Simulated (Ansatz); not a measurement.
Input and command of a calculation in Ansatz (plane waves; scalar-relativistic PAW potentials unless the input names others):

```yaml
crystal:
  lattice:
    - [3.3179375931, 0.0, 0.0]
    - [-1.6589687966, 2.8734182438, 0.0]
    - [0.0, 0.0, 16.65814242]
  atoms:
    - { symbol: W, position: [0.0, 0.0, 0.0] }
    - { symbol: Se, position: [0.3333333333, 0.6666666667, 0.09978652] }
    - { symbol: Se, position: [0.3333333333, 0.6666666667, 0.90021348] }
kpoints:
  mp_grid: { grid: [12, 12, 2] }
hamiltonian:
  xc: pbe
scf:
  occupations: { method: cold, width: 0.15 }
output:
  forces: true
  eigenvalues: true
  stress: true
```

```bash
ansatz run input.yaml --threads 1 --pin off --max-ram 2560MiB --backend cpu --events-out ev --progress --plain --runs-dir out
```

Abridged log:
```
Pseudopotentials: kind: paw
Pseudopotential: W, paw, valence charge 14, recommended cutoff 420 eV (normal)
Pseudopotential: Se, paw, valence charge 16, recommended cutoff 420 eV (normal)
Functional definition: PBE
Crystal: 3 atoms, lattice volume = 158.816 Å³
Basis set: ecut = 420 eV, 3163 PW (Γ), exchange–correlation on 48×48×240 points (8 copies of the dense FFT grid, shifted against one another)
Bands: 28, of which v1, the nominal top of the filled ones, is band 23 counted from 1 (22 counted from 0)
Symmetry: 12 space group operations
Space group: P-6m2 (ITA 187), of the structure as read, at distance tolerance 5.4e-5 Å
k-points: 38 of 288 (time reversal used)
Initial density: superposition of atomic densities (neutral atoms: chi_scale 0, normalization atom), corrected by the library's trained network
Initial wavefunctions: pseudopotential atomic-orbital guess
Functional: x = pbe(κ = 0.804, μ = 0.21951497), c = pbe(β = 0.06672455)
SCF iter   1: F=—  HF=-21324.647563 eV  |F-HF|=—  |Δ(HF+E_count)|=         —  Δρ=2.91e-3  dr2=6.05e-3  ethr=1.77e-3  ⟨swp⟩=7.8  Hψ=4857  notcnv=0
SCF iter   2: F=—  HF=-21324.651845 eV  |F-HF|=—  |Δ(HF+E_count)|=   4.28e-3  S|Δr|=    0.00e0  Δρ=1.61e-3  dr2=1.83e-3  ethr=1.31e-5  ⟨swp⟩=2.3  Hψ=1846  notcnv=0  defer=2
SCF iter   3: F=—  HF=-21324.653852 eV  |F-HF|=—  |Δ(HF+E_count)|=   2.01e-3  S|Δr|=    0.00e0  Δρ=8.09e-4  dr2=9.00e-4  ethr=3.98e-6  ⟨swp⟩=2.0  Hψ=1316  notcnv=0  defer=2
SCF iter   4: F=—  HF=-21324.654269 eV  |F-HF|=—  |Δ(HF+E_count)|=   4.16e-4  S|Δr|=    0.00e0  Δρ=9.18e-5  dr2=1.03e-5  ethr=1.96e-6  ⟨swp⟩=2.0  Hψ=1302  notcnv=0  defer=2
SCF iter   5: F=—  HF=-21324.654211 eV  |F-HF|=—  |Δ(HF+E_count)|=   5.76e-5  S|Δr|=    0.00e0  Δρ=3.18e-5  dr2=2.11e-6  ethr=2.25e-8  ⟨swp⟩=2.1  Hψ=1908  notcnv=0  defer=2
SCF iter   6: F=—  HF=-21324.654211 eV  |F-HF|=—  |Δ(HF+E_count)|=   1.50e-7  S|Δr|=    0.00e0  Δρ=7.50e-6  dr2=1.54e-7  ethr=4.59e-9  ⟨swp⟩=2.0  Hψ=1365  notcnv=0  defer=2
SCF iter   7: F=-21324.654211 eV  HF=-21324.654211 eV  |F-HF|=1.89e-9  |Δ(HF+E_count)|=   3.51e-8  S|Δr|=    0.00e0  Δρ=2.14e-6  dr2=1.61e-8  ethr=2.17e-10  ⟨swp⟩=11.0  Hψ=5199  notcnv=0
SCF 1 converged in 7 iterations: F = -21324.654211 eV  dr2 = 1.61e-8
SCF converged after 7 iterations
Stability not checked: this state was not tested for a lower state beside it, because cold or Methfessel-Paxton smearing, or corrected tetrahedra, fill the levels in a way that the test cannot read (fill_not_monotonic; see scf.lower_state_search)
Free energy (F): -21324.654211 eV
Harris-Foulkes:  -21324.654211 eV  (|F-HF|=1.89e-9)
Internal energy: -21324.654211 eV  (E = F + TS)
E sigma→0 (E₀):  -21324.654211 eV
Fermi energy:    2.548293 eV
Step filling:    the computed levels leave a gap of 1.5253 eV = 10.2 smearing widths at the electron count; against every level under it full and every level over it empty, smearing changes F+E_penalty+E_count by +1.97e-14 meV and its σ→0 estimate by -4.67e-12 meV
--- Forces (eV/Å), atoms counted from 1 ---
  atom   1  W      0.00000000     0.00000000     0.00000000
  atom   2  Se     0.00000000     0.00000000     0.29211942
  atom   3  Se     0.00000000     0.00000000    -0.29211942
--- Stress (GPa, compression-positive) ---
        0.420501       0.000000       0.000000
        0.000000       0.420501       0.000000
        0.000000       0.000000       0.979632
  P = ⅓ Tr σ = 0.6069 GPa (6.069 kbar)
```

Apart from outputs and empty bands, the input differs from a reference run on usual settings in hamiltonian.xc: "pbesol" → "pbe"; scf.occupations.method: "gaussian" → "cold"; scf.occupations.width: 0.05 → 0.15; basis.ecutwfc: 650.0 → not typed. The reference, at the same geometry (not necessarily relaxed), gave pressure -1.10 GPa, largest force 0.132 eV/Å, gap on the mesh 1.52 eV. This run converged in 7 SCF iterations (reference: 7) with a total energy on another zero, pressure 0.61 GPa, largest force 0.292 eV/Å, gap on the mesh 1.53 eV.

The run took 29 s on 1 thread of Intel(R) Xeon(R) Processor @ 2.50GHz (Skylake/Cascade Lake) (shared host), peak memory 0.46 GiB.